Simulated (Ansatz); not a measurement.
**Si2Ni(111) (Fm-3m bulk, slab 11 Å thick): relaxation and tunnelling images**

Aim: relax Si2Ni(111) (Fm-3m bulk, slab 11 Å thick), then simulate its STM images at several biases.

The COD entry's cell or inner coordinates are ideal or old and differ from later refinements, so a difference from it is no clean test against experiment.

Method: DFT PBE, scalar-relativistic, plane waves, PAW, in Ansatz 0.2.0.

### 1 The structure to begin with

Symmetry: P-3m1, No. 164, trigonal system. Conventional cell: a = 3.815 Å, b = 3.815 Å, c = 27.902 Å, α = 90.00°, β = 90.00°, γ = 120.00°. Si (site symmetry 3m) is surrounded by 3 Ni at 2.34 Å. Ni (site symmetry 3m) is surrounded by 7 Si at 2.34 Å. Around Si (site symmetry 3m) lie 4 Ni at 2.34 Å. Around Ni (site symmetry 3m) lie 8 Si at 2.34 Å.

Structure file:

```
Si Ni
1.0
     3.81484    0.00000    0.00000
    -1.90742    3.30375    0.00000
     0.00000    0.00000   27.90182
Si Ni
8 4
Direct
  0.00000 0.00000 0.30464
  0.33333 0.66667 0.36046
  0.66667 0.33333 0.41627
  0.00000 0.00000 0.47209
  0.33333 0.66667 0.52791
  0.66667 0.33333 0.58373
  0.00000 0.00000 0.63954
  0.33333 0.66667 0.69536
  0.66667 0.33333 0.33255
  0.33333 0.66667 0.44418
  0.00000 0.00000 0.55582
  0.66667 0.33333 0.66745
```

Slab cut from the bulk at the bulk's listed lattice constants, lower half held.

### 2 Relaxing the atoms

Contents of input.yaml:

```yaml
crystal:
  lattice:
    - [3.81484108, 0.0, 0.0]
    - [-1.90742054, 3.30374929, 0.0]
    - [0.0, 0.0, 27.9018166139]
  atoms:
    - { symbol: Si, position: [0.0, 0.0, 0.3046396626] }
    - { symbol: Ni, position: [0.66666667, 0.33333333, 0.3325482882], spin: 2.0 }
    - { symbol: Si, position: [0.33333333, 0.66666667, 0.3604569034] }
    - { symbol: Si, position: [0.66666667, 0.33333333, 0.4162741441] }
    - { symbol: Ni, position: [0.33333333, 0.66666667, 0.4441827593], spin: 2.0 }
    - { symbol: Si, position: [0.0, 0.0, 0.4720913848] }
    - { symbol: Si, position: [0.33333333, 0.66666667, 0.5279086152] }
    - { symbol: Ni, position: [0.0, 0.0, 0.5558172407], spin: 2.0 }
    - { symbol: Si, position: [0.66666667, 0.33333333, 0.5837258559] }
    - { symbol: Si, position: [0.0, 0.0, 0.6395430966] }
    - { symbol: Ni, position: [0.66666667, 0.33333333, 0.6674517118], spin: 2.0 }
    - { symbol: Si, position: [0.33333333, 0.66666667, 0.6953603374] }
basis:
  ecutwfc: 420.0
  fft_grid_basis: typed
kpoints:
  mp_grid: { grid: [9, 9, 1] }
hamiltonian:
  xc: pbe
  pseudopotentials: { kind: paw }
scf:
  occupations: { method: gaussian, width: 0.1 }
output:
  forces: true
  eigenvalues: true
  populations: true
efield:
  axis: 3
  dipole_correction: true
  ramp_width: 0.04
magnetization:
  spin_polarized: true
relax:
  adjacent_minimum: "off"
  f_tol: 0.04
  max_steps: 40
  constraints: [{ sites: [0, 1, 2, 3, 4, 5] }]
```

On the command line:

```
$ ansatz run input.yaml --threads 2 --pin off --max-ram 4423MiB --backend cpu --events-out ev --progress --plain --runs-dir out
```

The program printed:

```text
Warning: RAYON_NUM_THREADS=2 ignored (pool sized by the plan → 2); use --threads N
Engine: ansatz 0.2.0, x86_64-unknown-linux-gnu
Pseudopotentials: kind: paw
Pseudopotential: Si, paw, valence charge 4, recommended cutoff 420 eV (normal), Si.paw.azcp
Pseudopotential: Ni, paw, valence charge 18, recommended cutoff 420 eV (normal), Ni.paw.azcp
Functional definition: PBE
  parameter kappa = 0.804
  parameter beta = 0.06672455060314922
  exchange = pbe_x(kappa = kappa, mu = beta*pi^2/3)
  correlation = pbe_c(beta = beta)
Crystal: 12 atoms, lattice volume = 351.654 Å³
Basis set: ecut = 420 eV, 6885 PW (Γ), exchange–correlation on 54×54×384 points (8 copies of the dense FFT grid, shifted against one another)
Bands: 68, of which v1, the nominal top of the filled ones, is band 52 counted from 1 (51 counted from 0)
Symmetry: 6 space group operations
k-points: 12 of 81 (time reversal used)
Non-local potential: Si, projectors of the file, l = 0: 2, l = 1: 2, l = 2: 2
Non-local potential: Ni, projectors of the file, l = 0: 3, l = 1: 2, l = 2: 3, l = 3: 1
PAW form: soft (Blöchl's): semilocal exchange-correlation on the pseudo side does not see the compensation charge
PAW one-centre angular grid: Si, 110 points (default); XC on 64 Gauss nodes
PAW one-centre angular grid: Ni, 590 points (default); XC on 64 Gauss nodes
Initial density: superposition of atomic densities (neutral atoms: chi_scale 0, normalization atom)
Starting moments: Σ|m| = 8 μB on 4 of 12 sites
Initial wavefunctions: pseudopotential atomic-orbital guess
Functional: x = pbe(κ = 0.804, μ = 0.2195149727645171), c = pbe(β = 0.06672455060314922)
SCF iter   1: F=—  HF=-28437.285004 eV  |F-HF|=—  |Δ(HF+E_count)|=         —  Δρ=6.66e-2 (↑6.66e-2 ↓4.06e-2)  dr2=7.29e0  dr2_m=8.22e0  M=1.887 μB ∫|m|=4.899 μB  β_m=0.39  ethr=3.10e-3  p=0.000 e·Å  D=2.21e-13 V/Å  ΔV_dip=-0.00 eV  dr2_dipole=1.55e-9  V_vac-E_F(+/−)=6.72/6.72 eV  ⟨swp⟩=12.5  Hψ=9618  notcnv=0  defer=3
Mixer restart at iter 1: flushing history
efield: sawtooth ramp at fractional position 0.9800 (placed from the atoms, in the widest stretch of the axis that holds none; the zero of the levels goes with the place), width 0.0400; the density the first Hamiltonian is built on has a dipole p = 0.000 e·Å; the dipole correction subtracts the counter field D = 2.21e-13 V/Å, which shifts the + side's vacuum level by -0.00 eV against the − side's; the planar-averaged density in the ramp window peaks in size at 2.4e-6 e/Å³
preconditioner: auto → LDOS  [metal: Δε(μ)=0.025 eV  Ē_g=7.851 eV  σ=0.100 eV  W_gap=0.14  n_scr=84 (ndim 8)  ℏωp=16.8 eV  f_vac=0.486  D(μ)=5.37/eV (n_scr^D=14)]
spin=Collinear: LDOS preconditioning applied to the charge; magnetization (m = ρ↑ − ρ↓) channel mixes plain (no charge-response kernel on spin).
SCF iter   2: F=—  HF=-28439.742931 eV  |F-HF|=—  |Δ(HF+E_count)|=    2.46e0  Δρ=4.51e-2 (↑4.51e-2 ↓3.74e-2)  dr2=2.49e0  dr2_m=5.13e0  M=1.369 μB ∫|m|=4.113 μB  β_m=0.65  ethr=3.10e-3  p=0.000 e·Å  D=4.92e-5 V/Å  ΔV_dip=-0.00 eV  dr2_dipole=1.54e-6  V_vac-E_F(+/−)=5.93/5.93 eV  ⟨swp⟩=2.0  Hψ=2059  notcnv=0  defer=223
density mixer auto → msr1: a metal under ldos (density of states about μ 0.82 of a free-electron gas's, 84 screened modes)
SCF iter   3: F=—  HF=-28448.197390 eV  |F-HF|=—  |Δ(HF+E_count)|=    8.45e0  Δρ=2.71e-2 (↑2.71e-2 ↓6.02e-3)  dr2=2.57e0  dr2_m=3.83e-1  M=0.382 μB ∫|m|=1.495 μB  β_m=0.63  ethr=2.39e-3  p=0.000 e·Å  D=3.09e-5 V/Å  ΔV_dip=-0.00 eV  dr2_dipole=6.68e-6  V_vac-E_F(+/−)=4.40/4.40 eV  ⟨swp⟩=4.5  Hψ=3389  notcnv=0  defer=223
SCF iter   4: F=—  HF=-28447.962313 eV  |F-HF|=—  |Δ(HF+E_count)|=   2.35e-1  Δρ=9.77e-3 (↑3.22e-3 ↓9.77e-3)  dr2=4.28e-1  dr2_m=1.07e-1  M=0.117 μB ∫|m|=0.694 μB  β_m=0.81  ethr=2.39e-3  p=0.000 e·Å  D=7.11e-5 V/Å  ΔV_dip=-0.00 eV  dr2_dipole=7.21e-6  V_vac-E_F(+/−)=4.24/4.24 eV  ⟨swp⟩=2.6  Hψ=2598  notcnv=0  defer=196
SCF iter   5: F=—  HF=-28447.983949 eV  |F-HF|=—  |Δ(HF+E_count)|=   2.16e-2  Δρ=2.66e-3 (↑2.66e-3 ↓1.17e-3)  dr2=1.51e-1  dr2_m=4.56e-3  M=0.047 μB ∫|m|=0.156 μB  β_m=0.76  ethr=4.12e-4  p=0.000 e·Å  D=8.81e-6 V/Å  ΔV_dip=-0.00 eV  dr2_dipole=7.32e-9  V_vac-E_F(+/−)=4.51/4.51 eV  ⟨swp⟩=2.4  Hψ=2664  notcnv=0  defer=196
SCF iter   6: F=—  HF=-28447.972122 eV  |F-HF|=—  |Δ(HF+E_count)|=         —  Δρ=1.29e-3 (↑1.29e-3 ↓1.17e-3)  dr2=1.73e-2  dr2_m=3.15e-4  M=0.016 μB ∫|m|=0.052 μB  β_m=0.76  ethr=1.45e-4  p=0.000 e·Å  D=3.89e-6 V/Å  ΔV_dip=-0.00 eV  dr2_dipole=1.15e-8  V_vac-E_F(+/−)=4.50/4.50 eV  ⟨swp⟩=2.0  Hψ=2224  notcnv=0  defer=196
SCF iter   7: F=—  HF=-28447.974946 eV  |F-HF|=—  |Δ(HF+E_count)|=   2.82e-3  Δρ=1.11e-3 (↑7.77e-4 ↓1.11e-3)  dr2=8.00e-3  dr2_m=1.72e-4  M=0.012 μB ∫|m|=0.038 μB  β_m=0.60  ethr=1.67e-5  p=0.000 e·Å  D=3.33e-6 V/Å  ΔV_dip=-0.00 eV  dr2_dipole=1.42e-8  V_vac-E_F(+/−)=4.47/4.47 eV  ⟨swp⟩=2.5  Hψ=3009  notcnv=0  defer=200
SCF iter   8: F=—  HF=-28447.973079 eV  |F-HF|=—  |Δ(HF+E_count)|=   1.87e-3  Δρ=2.19e-4 (↑2.19e-4 ↓1.64e-4)  dr2=1.59e-4  dr2_m=7.81e-5  M=0.010 μB ∫|m|=0.033 μB  β_m=0.79  ethr=7.69e-6  p=0.000 e·Å  D=3.26e-6 V/Å  ΔV_dip=-0.00 eV  dr2_dipole=1.33e-9  V_vac-E_F(+/−)=4.47/4.47 eV  ⟨swp⟩=2.2  Hψ=2287  notcnv=0  defer=198
SCF iter   9: F=—  HF=-28447.973834 eV  |F-HF|=—  |Δ(HF+E_count)|=   7.55e-4  Δρ=2.39e-4 (↑2.00e-4 ↓2.39e-4)  dr2=4.18e-4  dr2_m=7.84e-6  M=0.004 μB ∫|m|=0.009 μB  β_m=0.79  ethr=1.53e-7  p=-0.000 e·Å  D=-5.10e-7 V/Å  ΔV_dip=0.00 eV  dr2_dipole=2.62e-9  V_vac-E_F(+/−)=4.47/4.47 eV  ⟨swp⟩=3.1  Hψ=3573  notcnv=0  defer=198
SCF iter  10: F=—  HF=-28447.973803 eV  |F-HF|=—  |Δ(HF+E_count)|=   3.17e-5  Δρ=9.79e-5 (↑6.47e-5 ↓9.79e-5)  dr2=7.12e-5  dr2_m=2.78e-6  M=0.003 μB ∫|m|=0.005 μB  β_m=0.87  ethr=1.53e-7  p=0.000 e·Å  D=1.34e-7 V/Å  ΔV_dip=-0.00 eV  dr2_dipole=4.10e-10  V_vac-E_F(+/−)=4.47/4.47 eV  ⟨swp⟩=2.0  Hψ=2288  notcnv=0  defer=198
SCF iter  11: F=—  HF=-28447.973801 eV  |F-HF|=—  |Δ(HF+E_count)|=   1.88e-6  Δρ=2.29e-5 (↑1.40e-5 ↓2.29e-5)  dr2=4.73e-6  dr2_m=5.39e-7  M=0.001 μB ∫|m|=0.002 μB  β_m=0.76  ethr=6.84e-8  p=-0.000 e·Å  D=-6.85e-7 V/Å  ΔV_dip=0.00 eV  dr2_dipole=4.41e-9  V_vac-E_F(+/−)=4.47/4.47 eV  ⟨swp⟩=2.3  Hψ=2479  notcnv=0  defer=198
SCF iter  12: F=—  HF=-28447.973800 eV  |F-HF|=—  |Δ(HF+E_count)|=   5.42e-7  Δρ=1.20e-5 (↑1.20e-5 ↓7.98e-6)  dr2=7.90e-7  dr2_m=1.52e-7  M=0.001 μB ∫|m|=0.001 μB  β_m=0.88  ethr=4.55e-9  p=0.000 e·Å  D=3.78e-7 V/Å  ΔV_dip=-0.00 eV  dr2_dipole=1.18e-9  V_vac-E_F(+/−)=4.47/4.47 eV  ⟨swp⟩=2.8  Hψ=3161  notcnv=0  defer=198
SCF iter  13: F=-28447.973800 eV  HF=-28447.973801 eV  |F-HF|=1.26e-6  |Δ(HF+E_count)|=   7.22e-7  Δρ=1.26e-5 (↑1.26e-5 ↓1.19e-5)  dr2=1.44e-6  dr2_m=2.59e-8  M=0.000 μB ∫|m|=0.001 μB  ethr=7.60e-10  p=-0.000 e·Å  D=-8.59e-7 V/Å  ΔV_dip=0.00 eV  dr2_dipole=2.25e-8  V_vac-E_F(+/−)=4.47/4.47 eV  ⟨swp⟩=14.8  Hψ=8764  notcnv=0
WARN: the starting moments were not kept: the SCF closed with an absolute magnetisation of 6.5e-4 μB, where they sum to 8 μB in size (4 sites). That is at most 0.1 of that sum. Measured as dr2_m measures the in/out step, that magnetisation stands 4.2e-8 eV from none, at or under the dr2_threshold of 4.0e-5 eV: it is no larger than a step whose dr2_m would equal this threshold. The system may hold no moment; this SCF shows only that its start led to no more than that. To try another start: raise the starting moments (crystal.atoms[].spin, magnetization.per_species, magnetization.initial_magnetization, or on a non-collinear deck that types none of these the spinor_matrix: blocks that start its atoms; where the total moment is fixed, keep their sum and leave initial_magnetization as it is; typed ones take the place of any that the run laid by itself, positive ones on a crystal's lanthanoids without a Hubbard term where scf.initial_density.shell_occupations: [] is typed) or, if the notice of its spin-set hold's release reads "site moments contracting" or "site moments show no strong build", lengthen the hold (scf.mixing.spin_hold: { on: { confirm: 4 } }; for m-r²SCAN on two components see the key's manual first). Each may lead to a state that holds a moment. A second SCF, from the converged charge density, with the starting moments and any scf.initial_density.shell_occupations laid on it anew, would have followed, and was not run: the deck does not ask for one (magnetization.retry_lost_moments is false, the default). To let it run, set magnetization.retry_lost_moments: true and run the deck again, where that key's refused combinations let it; where memory then withholds it, that run's warning says so.
SCF 1 converged in 13 iterations: F = -28447.973800 eV  dr2 = 1.44e-6
relax step   1: F+E_penalty+E_count = -28447.97379965 eV  Δ(F+E_penalty+E_count) = +0.000e0 eV  max|allowed force component| = 6.099e-1 eV/Å  Δτ_max = 0.0000 Å  (13 SCF iters, dr2 threshold 4.00e-5 eV, accepted)
[... 18 lines left out ...]
relax step   2: F+E_penalty+E_count = -28448.00721390 eV  Δ(F+E_penalty+E_count) = -3.341e-2 eV  max|allowed force component| = 2.537e-1 eV/Å  Δτ_max = 0.0424 Å  (7 SCF iters, dr2 threshold 2.32e-5 eV, accepted)
[... 15 lines left out ...]
relax step   3: F+E_penalty+E_count = -28448.01270497 eV  Δ(F+E_penalty+E_count) = -5.491e-3 eV  max|allowed force component| = 2.668e-2 eV/Å  Δτ_max = 0.0348 Å  (8 SCF iters, dr2 threshold 4.02e-6 eV, accepted)
[... 13 lines left out ...]
relax step   4: F+E_penalty+E_count = -28448.01270515 eV  Δ(F+E_penalty+E_count) = -1.779e-7 eV  max|allowed force component| = 2.667e-2 eV/Å  Δτ_max = 0.0000 Å  (4 SCF iters, accepted)
SCF converged after 4 iterations
Magnetization: -0.0000 μB (52.0000 up, 52.0000 down)
Absolute magnetization: 0.0000 μB (∫|ρ↑−ρ↓|, with the PAW one-centre terms)
Spin contamination: 0.0000 ħ² per cell (⟨S²⟩ above its minimum at these occupations)
Per-site moments (μB) at R_I (Å): [(6.59347702930368e-7, 0.9636427286436732), (1.2073423472920706e-6, 0.9636426843299927), (1.797554398614122e-8, 0.9636426843299927), (-5.147131643294163e-9, 0.9636426843299927), (5.349832201217686e-7, 0.9636426843299927), (2.0977110089722044e-7, 0.9636427282600232), (-6.151645656383777e-8, 0.9670824246341625), (2.870052024111144e-7, 0.9666957432290465), (5.089693755163582e-8, 0.9566673081701992), (-2.9281622153088876e-8, 0.9588064678041907), (-3.3735805609192484e-6, 0.9548079541451464), (-2.379643940454173e-6, 0.9548079541451464)]
Free energy (F): -28448.012705 eV
Harris-Foulkes:  -28448.012705 eV  (|F-HF|=4.11e-10)
Internal energy: -28447.994449 eV  (E = F + TS)
E sigma→0 (E₀):  -28448.003577 eV
Entropy (-TS):   -0.018256 eV (-1.521 meV/atom)
Fermi energy:    3.438711 eV
Dipole field:    D = -0.000566 V/Å  (p = -0.001099 e·Å, saw-weighted, corrected)
Work function:   Φ+ = 4.4865 eV   Φ− = 4.4707 eV
Levels:          The Fermi level and band energies are counted from a zero that moves with the ramp; work functions are not
--- Per-component energies (eV) ---
  E_band       = -2371.964667
  E_kinetic    = 1473.282952
  E_local      = -132677.001792  (includes V_loc(G=0)·N_el)
  E_nonlocal   = 2720.415337
  E_hartree    = 64517.710959
  E_xc         = -792.440286
  E_vxc        = -827.443064  (∫ρ·V_xc dr)
  E_paw        = -10606.283831  (= ΣΔE_a)
  E_vpaw       = -2096.645010  (= ΣTr[D̂ρ^β])
  E_aug_tail   = 0.002118  (compensation charges beyond the density's cutoff)
  E_efield     = 0.000000  (sawtooth field / dipole correction)
  E_vefield    = 0.001067  (∫n·V_field dr)
  E_ewald      = 46916.320094
  E_smearing   = -0.018256  (= −TS)
  E_closure    = 0.000000  (closes the sum)
  Σ components = -28448.012705   (vs F -28448.012705, Δ=0.00e0)
--- Forces (eV/Å), atoms counted from 1 ---
  atom   1  Si     0.00000000    -0.00000000     0.47707336
  atom   2  Ni     0.00000000    -0.00000000    -0.01013585
  atom   3  Si    -0.00000000    -0.00000000    -0.58723040
  atom   4  Si    -0.00000000     0.00000000    -0.32630816
  atom   5  Ni     0.00000000    -0.00000000     0.07551455
  atom   6  Si     0.00000000    -0.00000000     0.35478061
  atom   7  Si     0.00000000     0.00000000     0.01512689
  atom   8  Ni     0.00000000     0.00000000    -0.00206853
  atom   9  Si     0.00000000    -0.00000000    -0.01786257
  atom  10  Si     0.00000000     0.00000000     0.02666578
  atom  11  Ni     0.00000000     0.00000000    -0.00661101
  atom  12  Si     0.00000000     0.00000000     0.00105748
  max |Σ_I F_I| component: 2.16e-6 eV/Å
--- Band table (eV; the first three rows and the last of 24) ---
  k-point 0 ↑: bands = ["-101.2487", "-101.1619", "-100.8262", "-100.6932", "-61.6438", "-61.6438", "-61.6438", "-61.5609", "-61.5530", "-61.5530", "-61.2638", "-61.2638", "-61.1436", "-61.1158", "-61.1158", "-61.0370", "-10.1705", "-9.5345", "-8.5295", "-7.4069", "-5.4718", "-3.8664", "-2.4759", "-1.6712", "-1.6712", "-1.4446", "-1.4446", "-1.2150", "-1.2150", "-1.0132", "-1.0132", "-0.4731", "-0.4111", "-0.1011", "-0.1011", "0.0051", "0.0051", "0.0875", "0.3965", "0.3965", "0.5355", "0.5355", "1.0996", "2.4935", "2.4935", "2.5466", "3.3776", "3.3776", "4.0571", "4.3135", "4.3135", "4.6278", "4.7870", "5.3035", "5.3048", "5.3048", "5.5013", "5.5668", "5.5668", "5.7513", "5.7513", "6.1708", "6.1708", "6.4416", "6.4416", "6.4694", "6.6952", "7.1384"]
[... 3 lines left out ...]
--- Relaxed structure (4 steps of the walk, 4 accepted, 0 SCFs on fresh bases) ---
  F+E_penalty+E_count = -28448.01270515 eV   max|allowed force component| = 2.667e-2 eV/Å
  atoms:
    - { symbol: Si, position: [0.0, 0.0, 0.3046396626] }
    - { symbol: Ni, position: [0.6666666666666666, 0.3333333333333333, 0.3325482882] }
    - { symbol: Si, position: [0.3333333333333333, 0.6666666666666666, 0.3604569034] }
    - { symbol: Si, position: [0.6666666666666666, 0.3333333333333333, 0.4162741441] }
    - { symbol: Ni, position: [0.3333333333333333, 0.6666666666666666, 0.4441827593] }
    - { symbol: Si, position: [0.0, 0.0, 0.4720913848] }
    - { symbol: Si, position: [0.3333333333333333, 0.6666666666666666, 0.528327191897273] }
    - { symbol: Ni, position: [1.2215022115652471e-18, 3.886352093330912e-33, 0.557119983346538] }
    - { symbol: Si, position: [0.6666666666666666, 0.3333333333333333, 0.5858145831647792] }
    - { symbol: Si, position: [2.597045397795028e-18, 7.461796019195352e-33, 0.6423128679214677] }
    - { symbol: Ni, position: [0.6666666666666666, 0.3333333333333333, 0.6689343852351803] }
    - { symbol: Si, position: [0.3333333333333333, 0.6666666666666666, 0.6944479788513659] }
--- Löwdin populations: 12 sites ---
  site symbol       q [e]    m [muB]
     0     Si      4.1373     0.0000
     1     Ni     17.4951     0.0000
     2     Si      4.0703     0.0000
     3     Si      4.0284     0.0000
     4     Ni     17.4829     0.0000
     5     Si      4.0681     0.0000
     6     Si      4.0775    -0.0000
     7     Ni     17.4826     0.0000
     8     Si      4.0400     0.0000
     9     Si      4.0499    -0.0000
    10     Ni     17.4905    -0.0000
    11     Si      4.1400    -0.0000
  spilling = 0.013822 (of n_electrons = 104.000000)
```

Wall time 3.3 min (2 threads of Intel Xeon Platinum 8259CL at 2.50GHz (Skylake/Cascade Lake), shared host); peak memory 1 GiB.

Step by step:

| step | energy from step 1 (eV/cell) | largest force component (eV/Å) |
| --- | --- | --- |
| 1 | 0.0000 | 0.6099 |
| 2 | -0.0334 | 0.2537 |
| 3 | -0.0389 | 0.0267 |
| 4 | -0.0389 | 0.0267 |

Step 1 is the start.

A dipole layer in the vacuum cancels the field that periodic copies would set up if the slab's two faces differ.

Atoms 1, 2, 3, 4, 5, 6, counted from 1, stay fixed.

This gives work function 4.49 eV (top face), 4.47 eV (bottom face).

[end of part 1 of 2]
